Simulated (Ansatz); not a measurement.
Crystal: TiAl.

```
Ti Al
1.0
     2.86726    0.00000    0.00000
    -1.43363    2.48312    0.00000
     0.00000    0.00000    4.67808
Ti Al
1 1
Direct
  0.00000 0.00000 0.00000
  0.33333 0.66667 0.50000
```

The cell comes from a database or a generator and needn't be the stable form of this composition.

```yaml
Program: Ansatz 0.2.0
Task: relaxation of cell and atoms
Functional: PBEsol
Dispersion: D3(BJ)
Potentials_or_basis: Ansatz PAW
Cutoff: "420 eV (not typed: the program's choice for these potentials)"
k_mesh: 11 × 11 × 6
Occupations: fermi-dirac, width 0.05 eV
Spin: no spin polarisation
```

At the start: volume 16.65 Å³/atom.

Q: How do energy, volume and symmetry change on relaxing?

A: It ends after 6 steps and the volume is 15.55 Å³/atom (-6.6 %); space group P-6m2 (No. 187, to 0.05 Å).

Step by step:
| step | energy change (eV) | largest force (eV/Å) | volume (Å³) |
| --- | --- | --- | --- |
| 1 | 0.0000 | 0.0000 | 33.31 |
| 2 | -0.0190 | 0.0000 | 29.55 |
| 3 | -0.0535 | 0.0000 | 31.26 |
| 4 | -0.0538 | 0.0000 | 31.11 |
| 5 | -0.0538 | 0.0000 | 31.10 |
| 6 | -0.0535 | 0.0000 | 31.10 |

Final structure:
```xyz
2
Lattice="2.8039 0.0000 0.0000 -1.4019 2.4282 0.0000 0.0000 0.0000 4.5676" Properties=species:S:1:pos:R:3 pbc="T T T"
Ti    0.0000    0.0000    0.0000
Al    0.0000    1.6188    2.2838
```

Caveat: the plane-wave basis is chosen anew once the cell has moved, so the energies of steps on either side of that aren't comparable; pairwise dispersion overbinds metals, which lowers pressure and volume; the PAW data sets come from PBE, with cores solved anew for the run's functional, which leaves a small shift of forces and pressure.
